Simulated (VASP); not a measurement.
# MnS (F-43m) in VASP: further runs, part 2 of 3

VASP 6.6.1. The steps go on from the part before.

## 4. Equation of state, PBE, collinear spin, ferromagnetic start, 14.22 Å³/atom (volume scaled by 0.94)

Contents of INCAR:

```
SYSTEM = MnS
PREC = Accurate ; ENCUT = 520
EDIFF = 1E-7 ; ISMEAR = -1
SIGMA = 0.05 ; LREAL = .False.
LASPH = .True. ; NELM = 120
ALGO = Normal ; ISIF = 2
LWAVE = .False. ; LCHARG = .False.
ISPIN = 2 ; MAGMOM = 4 0
LORBIT = 11 ; LMAXMIX = 4
GGA = PE ; NBANDS = 20
```

Contents of KPOINTS:

```
regular mesh
0
Gamma
  9 9 9
  0 0 0
```

Contents of POSCAR:

```
MnS
1.0
    0.0000000000      2.4229704058      2.4229704058
    2.4229704058      0.0000000000      2.4229704058
    2.4229704058      2.4229704058      0.0000000000
Mn S
1 1
Direct
    0.0000000000      0.0000000000      0.0000000000
    0.7500000000      0.7500000000      0.7500000000
```

Potentials or basis: VASP PAW PBE potentials, release 64 (Mn_pv, S).

Started as:

```sh
cat potpaw_PBE.64/Mn_pv/POTCAR potpaw_PBE.64/S/POTCAR > POTCAR
mpirun -np 1 vasp_std > vasp.out
```

OUTCAR:

```text
SYSTEM = MnS
   PREC = Accurate
   ENCUT = 520
   EDIFF = 1E-7
   ISMEAR = -1
   LREAL = .False.
   LASPH = .True.
   NELM = 120
   ISIF = 2
   ISPIN = 2
   LORBIT = 11
   GGA = PE

 Found     35 irreducible k-points:

 Following reciprocal coordinates:
            Coordinates               Weight
  0.000000  0.000000  0.000000      1.000000
  0.111111  0.000000  0.000000      8.000000
  0.222222  0.000000  0.000000      8.000000
  0.333333  0.000000  0.000000      8.000000
  0.444444  0.000000  0.000000      8.000000
  0.111111  0.111111  0.000000      6.000000
   k-points           NKPTS =     35   k-points in BZ     NKDIM =     35   number of bands    NBANDS=     20
   number of dos      NEDOS =    301   number of ions     NIONS =      2
   total plane-waves  NPLWV =  21952
   dimension x,y,z NGX =    28 NGY =   28 NGZ =   28
   dimension x,y,z NGXF=    56 NGYF=   56 NGZF=   56
   ions per type =               1   1
   NGX,Y,Z   is equivalent  to a cutoff of  13.58, 13.58, 13.58 a.u.
   NGXF,Y,Z  is equivalent  to a cutoff of  27.17, 27.17, 27.17 a.u.
 SYSTEM =  MnS
   PREC   = accura    normal or accurate (medium, high low for compatibility)
   ISTART =      0    job   : 0-new  1-cont  2-samecut
   ICHARG =      2    charge: 1-file 2-atom 10-const
   ISPIN  =      2    spin polarized calculation?
   LNONCOLLINEAR =      F non collinear calculations
   LSORBIT =      F    spin-orbit coupling
   LASPH  =      T    aspherical Exc in radial PAW
   ENCUT  =  520.0 eV  38.22 Ry    6.18 a.u.   6.37  6.37  6.37*2*pi/ulx,y,z
   NELM   =    120;   NELMIN=  2; NELMDL= -5     # of ELM steps
   EDIFF  = 0.1E-06   stopping-criterion for ELM
   LREAL  =      F    real-space projection
   EDIFFG = 0.1E-05   stopping-criterion for IOM
   NSW    =      0    number of steps for IOM
   IBRION =     -1    ionic relax: 0-MD 1-quasi-New 2-CG
   NFREE  =      0    steps in history (QN), initial steepest desc. (CG)
   ISIF   =      2    stress and relaxation
   ISYM   =      2    0-nonsym 1-usesym 2-fastsym
   POTIM  = 0.5000    time-step for ionic-motion
   TEBEG  =    0.0;   TEEND  =   0.0 temperature during run
   PSTRESS=    0.0 pullay stress
   NELECT =      19.0000    total number of electrons
   NUPDOWN=      -1.0000    fix difference up-down
   EMIN   =  10.00;   EMAX   =-10.00  energy-range for DOS
   EFERMI =   0.00;   METHOD = LEGACY
   ISMEAR =    -1;   SIGMA  =   0.05  broadening in eV -4-tet -1-fermi 0-gaus
   EFERMI_NEDOS =   21; number of points for ismear=-14 and -15
   IALGO  =     38    algorithm
[... 26 lines left out ...]
  ---------------------------------------------------
  free energy    TOTEN  =       -13.58680221 eV

  energy without entropy =      -13.56734172  energy(sigma->0) =      -13.57707197

 E-fermi :   8.1516     XC(G=0): -11.5583

 val. band max:        8.1463290279   @ k =  -0.3333   0.4444   0.2222
 cond. band min:       8.1571422709   @ k =  -0.2222   0.3333   0.1111
 fundamental gap:      0.0108132430
 Fermi energy:         8.1516487854

 spin component 1

 k-point     1 :       0.0000    0.0000    0.0000
  band No.  band energies     occupation
      1     -39.5923      1.00000
      2     -39.5923      1.00000
      3     -39.5923      1.00000
      4      -7.4795      1.00000
      5       3.2235      1.00000
      6       3.2235      1.00000
[... 127 lines left out ...]
     19      24.6371      0.00000
     20      25.5441      0.00000

 [... further k-points ...]

 spin component 2

 k-point     1 :       0.0000    0.0000    0.0000
  band No.  band energies     occupation
      1     -39.4671      1.00000
      2     -39.4671      1.00000
      3     -39.4671      1.00000
      4      -7.4730      1.00000
      5       3.2537      1.00000
      6       3.2537      1.00000
[... 127 lines left out ...]
     19      24.6470      0.00000
     20      25.5648      0.00000

 [... further k-points ...]
[... 5 lines left out ...]
  --------------------------------------------------------------------------------------
  -------------------------------------------------------------------------------------
  Total        2.3711874      2.3711874      2.3711874      0.0000000      0.0000000      0.0000000
  in kB      133.5371594    133.5371594    133.5371594      0.0000000      0.0000000      0.0000000
  external PRESSURE =     133.5371594 kB  Pullay stress =       0.0000000 kB

 VOLUME and BASIS-vectors are now :
 -----------------------------------------------------------------------------
  energy-cutoff  :      520.00
  volume of cell :       28.45
      direct lattice vectors                 reciprocal lattice vectors
     0.000000000  2.422970406  2.422970406    -0.206358278  0.206358278  0.206358278
     2.422970406  0.000000000  2.422970406     0.206358278 -0.206358278  0.206358278
     2.422970406  2.422970406  0.000000000     0.206358278  0.206358278 -0.206358278

 POSITION                                       TOTAL-FORCE (eV/Angst)
 -----------------------------------------------------------------------------------
      0.00000      0.00000      0.00000        -0.000000     -0.000000     -0.000000
      3.63446      3.63446      3.63446         0.000000      0.000000      0.000000
 -----------------------------------------------------------------------------------
    total drift:                               -0.000001     -0.000001     -0.000001

  FREE ENERGIE OF THE ION-ELECTRON SYSTEM (eV)
  ---------------------------------------------------
  free  energy   TOTEN  =       -13.5868022133 eV

  energy  without entropy=      -13.5673417217  energy(sigma->0) =      -13.57707197

 total charge

# of ion       s       p       d       tot
------------------------------------------
    1        0.378   6.349   5.443  12.170
    2        1.326   2.454   0.000   3.780
--------------------------------------------------
tot          1.704   8.803   5.443  15.950

 magnetization (x)

# of ion       s       p       d       tot
------------------------------------------
    1        0.005   0.003   0.121   0.128
    2       -0.001  -0.002   0.000  -0.002
--------------------------------------------------
tot          0.004   0.001   0.121   0.126
```

OSZICAR:

```text
N       E                     dE             d eps       ncg     rms          rms(c)
DAV:   1     0.163457712513E+03    0.16346E+03   -0.10161E+04  2816   0.105E+03
DAV:   2    -0.600206856092E+01   -0.16946E+03   -0.16031E+03  2908   0.301E+02
DAV:   3    -0.140708588717E+02   -0.80688E+01   -0.79638E+01  3200   0.710E+01
[... 14 lines left out ...]
DAV:  18    -0.135868005082E+02   -0.10905E-05   -0.16771E-06  3468   0.902E-03    0.496E-03
DAV:  19    -0.135868012363E+02   -0.72809E-06   -0.17680E-06  3036   0.751E-03    0.403E-03
DAV:  20    -0.135868019842E+02   -0.74788E-06   -0.72151E-06  3180   0.150E-02    0.179E-03
DAV:  21    -0.135868021745E+02   -0.19036E-06   -0.16185E-06  3132   0.676E-03    0.839E-04
DAV:  22    -0.135868022133E+02   -0.38760E-07   -0.21265E-07  1984   0.215E-03
   1 F= -.13586802E+02 E0= -.13577072E+02  d E =-.194605E-01  mag=     0.1335
```

stdout:

```text
POSCAR found type information on POSCAR MnS
 POSCAR found :  2 types and       2 ions
 scaLAPACK will be used
 LDA part: xc-table for (Slater+PW92), standard interpolation
 POSCAR, INCAR and KPOINTS ok, starting setup
 FFT: planning ... GRIDC
 FFT: planning ... GRID_SOFT
 FFT: planning ... GRID
 WAVECAR not read
 entering main loop
```

It took 51 s on 1 thread of Intel Xeon Platinum 8488C (Sapphire Rapids), shared host; peak memory 0.18 GiB.

What came out:

- Free energy: -13.5868 eV
- Pressure: 13.4 GPa
- Band gap on the k mesh: none (metal or under the smearing width)
- Net moment: 0.13 μB per cell
- Site moments: Mn +0.13; S -0.00 μB
- Valence electrons inside the program's atomic spheres: Mn 12.17; S 3.78

Caveat: the moment fell far below its start of 4 μB, so a state of higher moment may lie lower in energy; semilocal functionals often make such compounds metallic where correlation or magnetic order opens a gap, which also shifts bond lengths.

## 5. Equation of state, PBE, collinear spin, ferromagnetic start, 14.53 Å³/atom (volume scaled by 0.96)

Contents of INCAR:

```
SYSTEM = MnS
PREC = Accurate
ENCUT = 520
EDIFF = 1E-7
ISMEAR = -1
SIGMA = 0.05
LREAL = .FALSE.
LASPH = .TRUE.
NELM = 120
ALGO = Normal
ISIF = 2
LWAVE = .FALSE.
LCHARG = .FALSE.
ISPIN = 2
MAGMOM = 4 0
LORBIT = 11
LMAXMIX = 4
GGA = PE
NBANDS = 20
```

Contents of KPOINTS:

```
regular mesh
0
G
  9 9 9
  0 0 0
```

Contents of POSCAR:

```
MnS
1.0
    0.0000000000      2.4400341398      2.4400341398
    2.4400341398      0.0000000000      2.4400341398
    2.4400341398      2.4400341398      0.0000000000
Mn S
1 1
Direct
    0.0000000000      0.0000000000      0.0000000000
    0.7500000000      0.7500000000      0.7500000000
```

Started as:

```sh
cat potpaw_PBE.64/Mn_pv/POTCAR potpaw_PBE.64/S/POTCAR > POTCAR
mpirun -np 1 vasp_std > vasp.out
```

Wall time 46 s (1 thread of Intel Xeon Platinum 8488C (Sapphire Rapids), shared host); peak memory 0.18 GiB.

The run converged. Its results:

- Free energy: -13.6302 eV
- Pressure: 9.5 GPa
- Band gap on the k mesh: none (metal or under the smearing width)
- Net moment: 0.17 μB per cell
- Site moments: Mn +0.17; S -0.00 μB
- Valence electrons inside the program's atomic spheres: Mn 12.12; S 3.77

Caveat: the moment fell far below its start of 4 μB, so a state of higher moment may lie lower in energy; semilocal functionals often make such compounds metallic where correlation or magnetic order opens a gap, which also shifts bond lengths.

## 6. Equation of state, PBE, collinear spin, ferromagnetic start, 14.83 Å³/atom (volume scaled by 0.98)

INCAR is that of step 5.

KPOINTS is that of step 5.

Contents of POSCAR:

```
MnS
1.0
    0.0000000000      2.4568624933      2.4568624933
    2.4568624933      0.0000000000      2.4568624933
    2.4568624933      2.4568624933      0.0000000000
Mn S
1 1
Direct
    0.0000000000      0.0000000000      0.0000000000
    0.7500000000      0.7500000000      0.7500000000
```

Potentials or basis: VASP PAW PBE potentials, release 64 (Mn_pv, S).

Started as:

```sh
cat potpaw_PBE.64/Mn_pv/POTCAR potpaw_PBE.64/S/POTCAR > POTCAR
mpirun -np 1 vasp_std > vasp.out
```

Wall time 50 s (1 thread of Intel Xeon Platinum 8488C (Sapphire Rapids), shared host); peak memory 0.18 GiB.

The run converged. Its results:

```
Free energy                                           : -13.6599 eV
Pressure                                              : 6.1 GPa
Band gap on the k mesh                                : none (metal or under the smearing width)
Net moment                                            : 0.20 μB per cell
Site moments                                          : Mn +0.19; S -0.00 μB
Valence electrons inside the program's atomic spheres : Mn 12.07; S 3.76
```

Caveat: the moment fell far below its start of 4 μB, so a state of higher moment may lie lower in energy; semilocal functionals often make such compounds metallic where correlation or magnetic order opens a gap, which also shifts bond lengths.

## 7. Equation of state, PBE, collinear spin, ferromagnetic start, 15.44 Å³/atom (volume scaled by 1.02)

Contents of INCAR:

```
  PREC = Accurate
  ENCUT = 520
  EDIFF = 1E-7
  ISMEAR = -1
  SIGMA = 0.05
  LREAL = False
  LASPH = True
  NELM = 120
  ALGO = Normal
  ISIF = 2
  LWAVE = False
  LCHARG = False
  ISPIN = 2
  MAGMOM = 4 0
  LORBIT = 11
  LMAXMIX = 4
  GGA = PE
  NBANDS = 20
```

Contents of KPOINTS:

```
regular mesh
0
Gamma
  9 9 9
```

Contents of POSCAR:

```
MnS
1.0
    0.0000000000      2.4898444489      2.4898444489
    2.4898444489      0.0000000000      2.4898444489
    2.4898444489      2.4898444489      0.0000000000
Mn S
1 1
Direct
    0.0000000000      0.0000000000      0.0000000000
    0.7500000000      0.7500000000      0.7500000000
```

Started as:

```sh
cat potpaw_PBE.64/Mn_pv/POTCAR potpaw_PBE.64/S/POTCAR > POTCAR
mpirun -np 1 vasp_std > vasp.out
```

It took 56 s on 1 thread of Intel Xeon Platinum 8488C (Sapphire Rapids), shared host; peak memory 0.18 GiB.

Results (log left out):

| Property | Result |
| --- | --- |
| Free energy | -13.6837 eV |
| Pressure | 0.2 GPa |
| Band gap on the k mesh | none (metal or under the smearing width) |
| Net moment | 0.24 μB per cell |
| Site moments | Mn +0.23; S -0.01 μB |
| Valence electrons inside the program's atomic spheres | Mn 11.99; S 3.74 |

Caveat: the moment fell far below its start of 4 μB, so a state of higher moment may lie lower in energy; semilocal functionals often make such compounds metallic where correlation or magnetic order opens a gap, which also shifts bond lengths.

## 8. Equation of state, PBE, collinear spin, ferromagnetic start

No new run: the results of the series are fitted here.

What came out:

| Quantity | Value |
| --- | --- |
| Equilibrium volume | 15.47 Å³/atom (rough: see the caveat) |
| Bulk modulus | 133 GPa (rough) |

Energy against volume, from the lowest point:
| volume (Å³/atom) | energy (meV/atom) |
| --- | --- |
| 14.225 | 48.46 |
| 14.527 | 26.75 |
| 14.830 | 11.90 |
| 15.133 | 3.18 |
| 15.435 | 0.00 |

Caveat: the minimum lies outside the volumes run.

## 9. Single point, PBEsol, collinear spin, ferromagnetic start

Contents of INCAR:

```
PREC = Accurate
ENCUT = 520
EDIFF = 1E-7
ISMEAR = -1
SIGMA = 0.05
LREAL = F
LASPH = T
NELM = 150
ALGO = Normal
ISIF = 2
LWAVE = F
LCHARG = F
ISPIN = 2
MAGMOM = 4 0
LORBIT = 11
LMAXMIX = 4
GGA = PS
NBANDS = 20
```

KPOINTS is that of step 7.

Contents of POSCAR:

```
MnS
1.0
    0.0000000000      2.4734634191      2.4734634191
    2.4734634191      0.0000000000      2.4734634191
    2.4734634191      2.4734634191      0.0000000000
Mn S
1 1
Direct
    0.0000000000      0.0000000000      0.0000000000
    0.7500000000      0.7500000000      0.7500000000
```

Potentials or basis: VASP PAW PBE potentials, release 64 (Mn_pv, S).

Started as:

```sh
cat potpaw_PBE.64/Mn_pv/POTCAR potpaw_PBE.64/S/POTCAR > POTCAR
mpirun -np 1 vasp_std > vasp.out
```

OUTCAR:

```text
PREC = Accurate
   ENCUT = 520
   EDIFF = 1E-7
   ISMEAR = -1
   LREAL = F
   LASPH = T
   NELM = 150
   ISIF = 2
   ISPIN = 2
   LORBIT = 11
   GGA = PS

 ion  position               nearest neighbor table
   1  0.000  0.000  0.000-   2 2.14   2 2.14   2 2.14   2 2.14
   2  0.750  0.750  0.750-   1 2.14   1 2.14   1 2.14   1 2.14

  LATTYP: Found a face centered cubic cell.
 ALAT       =     4.9469268382

  Lattice vectors:

 A1 = (   0.0000000000,   2.4734634191,   2.4734634191)
 A2 = (   2.4734634191,   0.0000000000,   2.4734634191)
 A3 = (   2.4734634191,   2.4734634191,   0.0000000000)
[... 1317 lines left out ...]
  external PRESSURE =     -27.8212698 kB  Pullay stress =       0.0000000 kB

 VOLUME and BASIS-vectors are now :
 -----------------------------------------------------------------------------
  energy-cutoff  :      520.00
  volume of cell :       30.27
      direct lattice vectors                 reciprocal lattice vectors
     0.000000000  2.473463419  2.473463419    -0.202145702  0.202145702  0.202145702
     2.473463419  0.000000000  2.473463419     0.202145702 -0.202145702  0.202145702
     2.473463419  2.473463419  0.000000000     0.202145702  0.202145702 -0.202145702

 POSITION                                       TOTAL-FORCE (eV/Angst)
 -----------------------------------------------------------------------------------
      0.00000      0.00000      0.00000         0.000000      0.000000      0.000000
      3.71020      3.71020      3.71020        -0.000000     -0.000000     -0.000000
 -----------------------------------------------------------------------------------
    total drift:                               -0.000001     -0.000001     -0.000001

  FREE ENERGIE OF THE ION-ELECTRON SYSTEM (eV)
  ---------------------------------------------------
  free  energy   TOTEN  =       -14.7741465330 eV

  energy  without entropy=      -14.7540329428  energy(sigma->0) =      -14.76408974

 total charge

# of ion       s       p       d       tot
------------------------------------------
    1        0.356   6.316   5.370  12.043
    2        1.315   2.402   0.000   3.717
--------------------------------------------------
tot          1.672   8.718   5.370  15.760

 magnetization (x)

# of ion       s       p       d       tot
------------------------------------------
    1        0.007   0.004   0.214   0.225
    2       -0.001  -0.005   0.000  -0.006
--------------------------------------------------
tot          0.006  -0.002   0.214   0.219
```

OSZICAR:

```text
N       E                     dE             d eps       ncg     rms          rms(c)
DAV:   1     0.159741992542E+03    0.15974E+03   -0.10252E+04  2800   0.102E+03
DAV:   2    -0.763124724528E+01   -0.16737E+03   -0.15865E+03  2904   0.297E+02
DAV:   3    -0.155925182868E+02   -0.79613E+01   -0.78544E+01  3252   0.703E+01
[... 13 lines left out ...]
DAV:  17    -0.147741423126E+02   -0.11215E-04   -0.13296E-05  3216   0.267E-02    0.158E-02
DAV:  18    -0.147741442809E+02   -0.19683E-05   -0.33732E-06  3164   0.108E-02    0.114E-02
DAV:  19    -0.147741462599E+02   -0.19791E-05   -0.12654E-05  3196   0.201E-02    0.532E-03
DAV:  20    -0.147741464318E+02   -0.17188E-06   -0.58069E-07  2988   0.455E-03    0.281E-03
DAV:  21    -0.147741465341E+02   -0.10223E-06   -0.21789E-07  1600   0.390E-03    0.850E-04
DAV:  22    -0.147741465330E+02    0.10486E-08   -0.21454E-08  1540   0.120E-03
   1 F= -.14774147E+02 E0= -.14764090E+02  d E =-.201136E-01  mag=     0.2323
```

stdout:

```text
POSCAR found type information on POSCAR MnS
 POSCAR found :  2 types and       2 ions
 scaLAPACK will be used
 -----------------------------------------------------------------------------
|                                                                             |
|                                                                             |
|     You enforced a specific xc type in the INCAR file but a different       |
|     I HOPE YOU KNOW WHAT YOU ARE DOING!                                     |
|                                                                             |
 -----------------------------------------------------------------------------

 LDA part: xc-table for (Slater+PW92), standard interpolation
 POSCAR, INCAR and KPOINTS ok, starting setup
 FFT: planning ... GRIDC
 FFT: planning ... GRID_SOFT
 FFT: planning ... GRID
 WAVECAR not read
 entering main loop
```

It took 41 s on 1 thread of Intel Xeon Platinum 8559C (Emerald Rapids), shared host; peak memory 0.18 GiB.

What came out:

- Free energy: -14.7741 eV
- Pressure: -2.8 GPa
- Band gap on the k mesh: none (metal or under the smearing width)
- Net moment: 0.23 μB per cell
- Site moments: Mn +0.23; S -0.01 μB
- Valence electrons inside the program's atomic spheres: Mn 12.04; S 3.72

Levels at points of the mesh, in eV from the Fermi level:
Spin up:
```tsv
k point	band 7	band 8	band 9	band 10	band 11	band 12	band 13	band 14
(0.00, 0.00, 0.00)	-4.72	-0.87	-0.87	3.66	3.66	3.66	3.69	7.88
```
Spin down:
```
           k point  band 5  band 6  band 7  band 8  band 9  band 10  band 11  band 12  band 13  band 14
(0.00, 0.00, 0.00)   -4.67   -4.67   -4.67   -0.62   -0.62     3.71     3.75     3.75     3.75     7.93
```

Caveat: the PAW data sets were made with another functional, which shifts forces and pressure a little; the moment fell far below its start of 4 μB, so a state of higher moment may lie lower in energy; semilocal functionals often make such compounds metallic where correlation or magnetic order opens a gap, which also shifts bond lengths.

## 10. Equation of state, PBEsol, collinear spin, ferromagnetic start, 14.22 Å³/atom (volume scaled by 0.94)

INCAR is that of step 9.

KPOINTS is that of step 9.

Contents of POSCAR:

```
MnS
1.0
    0.0000000000      2.4229704058      2.4229704058
    2.4229704058      0.0000000000      2.4229704058
    2.4229704058      2.4229704058      0.0000000000
Mn S
1 1
Direct
    0.0000000000      0.0000000000      0.0000000000
    0.7500000000      0.7500000000      0.7500000000
```

Started as:

```sh
cat potpaw_PBE.64/Mn_pv/POTCAR potpaw_PBE.64/S/POTCAR > POTCAR
mpirun -np 1 vasp_std > vasp.out
```

Run time: 46 s. Hardware: 1 thread of Intel Xeon Platinum 8559C (Emerald Rapids), shared host; peak memory 0.19 GiB.

The run converged. Its results:

```
Free energy                                           : -14.7525 eV
Pressure                                              : 7.0 GPa
Band gap on the k mesh                                : none (metal or under the smearing width)
Net moment                                            : 0.13 μB per cell
Site moments                                          : Mn +0.13; S -0.00 μB
Valence electrons inside the program's atomic spheres : Mn 12.18; S 3.75
```

Caveat: the PAW data sets were made with another functional, which shifts forces and pressure a little; the moment fell far below its start of 4 μB, so a state of higher moment may lie lower in energy; semilocal functionals often make such compounds metallic where correlation or magnetic order opens a gap, which also shifts bond lengths.

[end of part 2 of 3]
